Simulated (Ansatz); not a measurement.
## Pr (bcc)

The computed numbers are results of PBE, scalar-relativistic (collinear spin) in the plane-wave PAW code Ansatz at 420 eV, 14×14×14 k-mesh, Gaussian smearing of 0.05 eV. The datasets are Ansatz's generated set soft_2.

```
Pr
1.0
    -2.03048    2.03048    2.03048
     2.03048   -2.03048    2.03048
     2.03048    2.03048   -2.03048
Pr
1
Direct
  0.00000 0.00000 0.00000
```

At room temperature and ambient pressure Pr is dhcp.

Magnetic state: ferromagnetic, site spin moments Pr 2.47 μB.

The cell is relaxed to zero pressure at this level.

Path: Γ–H–N–Γ–P–H | P–N, with Γ = (0.000, 0.000, 0.000), H = (0.500, -0.500, 0.500), N = (0.000, 0.000, 0.500), P = (0.250, 0.250, 0.250) in reciprocal vectors of the calculation's cell.

Task: Is it a metal or an insulator, and if it has a gap, where are the band edges on this path?

Result: A metal: bands cross the Fermi level.

Levels between -6 and 6 eV from the Fermi level at the path's named points:
```tsv
point	spin	below E_F (eV)	above E_F (eV)
Γ	up	-3.84 -0.45 -0.45 -0.45	0.65 0.65 0.65 1.05 1.46 1.46 1.46 3.93 3.93
Γ	down	-3.17	1.57 1.57 1.57 1.68 1.68 1.68 1.88 2.20 2.20 2.20 4.38 4.38
H	up	-2.12 -2.12	0.07 0.07 0.07 0.37 0.37 0.37 0.44
H	down	-1.60 -1.60	1.25 1.35 1.35 1.35 2.25 2.25 2.25
N	up	-2.15 -0.35 -0.34 -0.13 -0.06	0.40 0.48 0.52 0.83 2.83 4.01 4.79
N	down	-1.51	0.38 1.30 1.31 1.39 1.75 1.94 2.00 2.09 3.65 4.61 5.36
P	up	-0.08 -0.08 -0.08	0.14 0.14 0.14 0.57 0.57 0.57 0.58 4.97 4.97
P	down		0.91 0.91 0.91 1.39 1.53 1.53 1.53 2.06 2.06 2.06 5.54 5.54
```

Without a U the open 4f shell is pinned at the Fermi level, an artefact: in the real crystal it splits into occupied and empty levels away from it, and its large orbital moment is missing here. Spin–orbit coupling, which matters for such heavy elements, is left out. The run wasn't fully tested for a lower electronic state. Site moments are of spin, integrated over atomic spheres.

The state of the open shells isn't shown to be the lowest, and forces and pressures are less sure for it.
